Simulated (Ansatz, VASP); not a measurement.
# AlSi23HO48 (Al-H pair in alpha-quartz): VASP beside Ansatz

Wanted: the spread between two codes on one cell, functional and k mesh. The cell is taken from a series of runs on this material, whose earlier steps may have relaxed, scaled, displaced or heated it; both programs get it as it stands.

Calculated with Ansatz 0.2.0; plane waves, with VASP 6.6.1 beside it; PBE.

### Step 1. Set-up

The cell holds 73 atoms: 23 Si, 48 O, 1 Al and 1 H. Its edges and angles: a = 10.037 Å, b = 10.037 Å, c = 11.018 Å, α = 90.0°, β = 90.0°, γ = 120.0°. It derives from SiO2 (SiO2 (P3_221)). Nearest the centre at fractional (0.218, 0.159, 0.413): O24 at 0.58 Å, H73 at 1.17 Å, Al72 at 1.42 Å, Si1 at 2.00 Å, O32 at 2.41 Å, O29 at 2.41 Å, O33 at 2.56 Å, O25 at 2.74 Å.

### Step 2. VASP: single point, PBE, pair 1

With cell and atoms fixed, the geometry can't cause a difference; cores, projectors, grids and the points listed under the comparison can.

Lines of VASP's logs that name or quote its potential files are left out, and so is its time.

The input, INCAR:

```
SYSTEM = AlSi23HO48
PREC = Accurate
ENCUT = 520
EDIFF = 1E-06
NELM = 120
ISMEAR = -1
SIGMA = 0.01
LREAL = Auto
ALGO = Normal
GGA = PE
NBANDS = 248
LORBIT = 11
LWAVE = .FALSE.
LCHARG = .FALSE.
ISIF = 2
ISYM = 0
LASPH = .TRUE.
GGA_COMPAT = .FALSE.
EFERMI = MIDGAP
NCORE = 2
```

The input, POSCAR:

```
AlSi23HO48
1.0
   10.0366768551      0.0000000000      0.0000000000
   -5.0183384275      8.6920171261      0.0000000000
    0.0000000000      0.0000000000     11.0179481238
Si O Al H
23 48 1 1
Direct
    0.2296283393      0.9879705889      0.3302260550
    0.0009104551      0.2435826463      0.1621526196
    0.2646645756      0.2676305788      0.9956267958
    0.2442107627      0.0046683209      0.8333491582
    0.0044643549      0.2428686664      0.6721591418
    0.2382807781      0.5032805686      0.3293275871
    0.9960598783      0.7254096517      0.1604055137
    0.2693148721      0.7689120516      0.9993052661
    0.2438814035      0.5059932337      0.8290747537
    0.0055125477      0.7377869802      0.6697366233
    0.2624089815      0.7609610751      0.4983823495
    0.7474568648      0.9998992348      0.3319665852
    0.4976454229      0.2429741359      0.1677721731
    0.7531289700      0.2572664726      0.0013520065
    0.7338260339      0.9988177610      0.8347630990
    0.5078346476      0.2324496104      0.6616729040
    0.7695980945      0.2586076613      0.5029085712
    0.7399642469      0.4955172844      0.3336621163
    0.5024067317      0.7404304940      0.1652938289
    0.7597457531      0.7585672773      0.9957731553
    0.7356497900      0.4972732323      0.8301852158
    0.5019142664      0.7395600138      0.6621451879
    0.7715077137      0.7639201952      0.4983649570
    0.1667873018      0.0993350677      0.3988690612
    0.3642965437      0.0891900533      0.2356192284
    0.4215579164      0.2967499222      0.0626176227
    0.1292839042      0.2141477846      0.0970701383
    0.0772940463      0.3765495243      0.2649195275
    0.2965127481      0.4280667953      0.4281074163
    0.2117974077      0.1338832701      0.8932918038
    0.3799370687      0.0775602676      0.7323712768
    0.4358145439      0.2744636822      0.5483554713
    0.1317331498      0.2066768577      0.6201860695
    0.0777220822      0.3805366413      0.7738877277
    0.2998394146      0.4277871544      0.9318298277
    0.2070261388      0.6335566352      0.3911707445
    0.3670301950      0.5819320995      0.2219903807
    0.4282770012      0.8077458750      0.0681185852
    0.1273637907      0.7000219271      0.0966638641
    0.0753312394      0.8590101566      0.2646171016
    0.2904085444      0.9212210005      0.4363183069
    0.2268001572      0.6433698370      0.8917423955
    0.3729960378      0.5767718781      0.7211809775
    0.4237665427      0.7959699952      0.5597207207
    0.1313958410      0.7055793062      0.6034123739
    0.0857005489      0.8722463402      0.7713231085
    0.2946273242      0.9290436449      0.9424657961
    0.7133509652      0.1215550374      0.4017959298
    0.8771732133      0.0822207215      0.2269485764
    0.9153688645      0.2921702225      0.0610946536
    0.6231740533      0.2055910339      0.1078526917
    0.5773854168      0.3757433328      0.2702806982
    0.7904946307      0.4123663457      0.4354764713
    0.6937145845      0.1177959903      0.9036612469
    0.8663568590      0.0873744578      0.7338994282
    0.9336536455      0.2974556985      0.5610370957
    0.6435806356      0.2016068197      0.6118780774
    0.5805834064      0.3726260235      0.7612032741
    0.7823274879      0.4146571217      0.9359673911
    0.7186824479      0.6299821241      0.3968388149
    0.8709120939      0.5680592178      0.2273986518
    0.9162580353      0.7826447319      0.0605613589
    0.6258880144      0.7056769881      0.0981608961
    0.5878418174      0.8663006647      0.2736453299
    0.8204030639      0.9270838277      0.4282314787
    0.7037606301      0.6261046758      0.8918685362
    0.8767312061      0.5793194155      0.7331323983
    0.9274555972      0.7940471931      0.5665503697
    0.6342702874      0.7171846731      0.5956898875
    0.5775128022      0.8674913715      0.7692913603
    0.7940100771      0.9196794124      0.9339513615
    0.2690078406      0.2702847342      0.5079559261
    0.0890051168      0.0608321784      0.4066710149
```

The input, KPOINTS:

```
Points of the shifted mesh
1
Reciprocal
 0.2500000000  0.2500000000  0.2500000000 1
```

Potentials, in the order of the species: Si, O, Al and H (PBE family, release 64).

The run is started by

```console
> mpirun -np 8 vasp_std
```

Numbers of over 12 decimals in the logs are rounded to 6 here.

The log of the run:

```text
[banner, memory and clock lines left out]
running    8 mpi-ranks, on    1 nodes
[...]
LDA part: xc-table for (Slater+PW92), standard interpolation
|                                                                             |
|           W    W    AA    RRRRR   N    N  II  N    N   GGGG   !!!           |
|           W    W   A  A   R    R  NN   N  II  NN   N  G    G  !!!           |
|           W    W  A    A  R    R  N N  N  II  N N  N  G       !!!           |
|           W WW W  AAAAAA  RRRRR   N  N N  II  N  N N  G  GGG   !            |
|           WW  WW  A    A  R   R   N   NN  II  N   NN  G    G                |
|           W    W  A    A  R    R  N    N  II  N    N   GGGG   !!!           |
|                                                                             |
|     The distance between some ions is very small. Please check the          |
|     nearest-neighbor list in the OUTCAR file.                               |
|     I HOPE YOU KNOW WHAT YOU ARE DOING!                                     |
|                                                                             |

 POSCAR, INCAR and KPOINTS ok, starting setup
[...]
entering main loop
       N       E                     dE             d eps       ncg     rms          rms(c)
DAV:   1     0.248357396272E+04    0.24836E+04   -0.20026E+05   504   0.143E+03
DAV:   2    -0.437204541335E+03   -0.29208E+04   -0.28563E+04   592   0.336E+02
DAV:   3    -0.640368459231E+03   -0.20316E+03   -0.20214E+03   600   0.936E+01
DAV:   4    -0.643644839336E+03   -0.32764E+01   -0.32660E+01   600   0.126E+01
[...]
DAV:  16    -0.566053986505E+03    0.69697E-05   -0.15292E-05   600   0.195E-02    0.516E-03
DAV:  17    -0.566053985289E+03    0.12161E-05   -0.80106E-06   576   0.110E-02    0.407E-03
DAV:  18    -0.566053985556E+03   -0.26695E-06   -0.48051E-06   560   0.651E-03
   1 F= -.56605399E+03 E0= -.56605399E+03  d E =0.000000E+00
```

OUTCAR, selected parts (step 2):

```text
  Total       28.6101523     11.1367746      3.1100384     12.9527287     -1.9166659     -2.9802280
  in kB       47.6891425     18.5634536      5.1840012     21.5903963     -3.1948153     -4.9676253
  external PRESSURE =      23.8121991 kB  Pullay stress =       0.0000000 kB

 POSITION                                       TOTAL-FORCE (eV/Angst)
 -----------------------------------------------------------------------------------
     -2.65327      8.58746      3.63841         0.343408     -0.079691     -0.183904
     -1.21324      2.11722      1.78659        -0.056012     -0.083858      0.018993
      1.31329      2.32625     10.96976        -0.002442      0.016526     -0.012063
      2.42764      0.04058      9.18180        -0.030760     -0.016072      0.006621
     -1.17399      2.11102      7.40581        -0.086728     -0.034486     -0.003208
     -0.13409      4.37452      3.62851        -0.054667      0.030810     -0.073919
      6.35678      6.30527      1.76734        -0.031032     -0.060859     -0.042805
     -1.15563      6.68340     11.01029         0.027250      0.007935     -0.005078
     -0.09149      4.39810      9.13470        -0.002735      0.020634     -0.005878
     -3.64714      6.41286      7.37912        -0.065751     -0.004816     -0.038123
     -1.18505      6.61429      5.49115         0.045531     -0.054490      0.063934
      2.48415      8.69114      3.65759         0.254404     -0.134598      0.232526
      3.77538      2.11194      1.84851         0.048765      0.052749     -0.033954
      6.26786      2.23616      0.01490         0.019149      0.002884     -0.000265
[...]
-----------------------------------------------------------------------------------
    total drift:                                0.009275     -0.001247      0.005322

  FREE ENERGIE OF THE ION-ELECTRON SYSTEM (eV)
  ---------------------------------------------------
  free  energy   TOTEN  =      -566.0539855561 eV

  energy  without entropy=     -566.0539855561  energy(sigma->0) =     -566.05398556

[... 3 further parts left out ...]
[key lines of the parts left out:]
E-fermi :   3.9723
```

The run ends at a pressure of 2.38 GPa, with forces up to 49 eV/Å.

(Continued in part 2 of 4.)

[Lines on the potential files, build, host, timing and source positions are cut from VASP's logs without a mark.]

[Logs are printed without paths, hosts, clocks, repeated set-up lines and the standing remarks that a program may print on its own settings, such as how far it seeks lower states.]

[Hosts, paths, dates, database ids (printed as entryN), source tags and the programs' standing remarks are cut or masked in the printed files.]
